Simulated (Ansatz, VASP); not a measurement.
**Two plane-wave programs on Pb**

```
Pb
1.0
    -1.85365    1.85365    1.85365
     1.85365   -1.85365    1.85365
     1.85365    1.85365   -1.85365
Pb
1
Direct
  0.00000 0.00000 0.00000
```

Alike in both runs: task single point; functional LDA; k mesh 13 × 13 × 13; occupations fermi-dirac, width 0.1 eV; no spin polarisation.

|  | VASP | Ansatz |
| --- | --- | --- |
| version | VASP 6.6.1 | Ansatz 0.2.0 |
| potentials or method | VASP PAW LDA potentials, release 64 (Pb_d) | plane waves (420 eV) with PAW, scalar-relativistic |
| plane-wave cutoff (eV) | 520 | 420 |
| valence electrons in the cell | 14 | 14 |

```tsv
	VASP	Ansatz	Ansatz less VASP
pressure (GPa)	9.2	9.0	-0.17
```

Ansatz warned: «pseudo_functional_mismatch».

Spin-orbit coupling is left out, which matters for the levels of Pb.
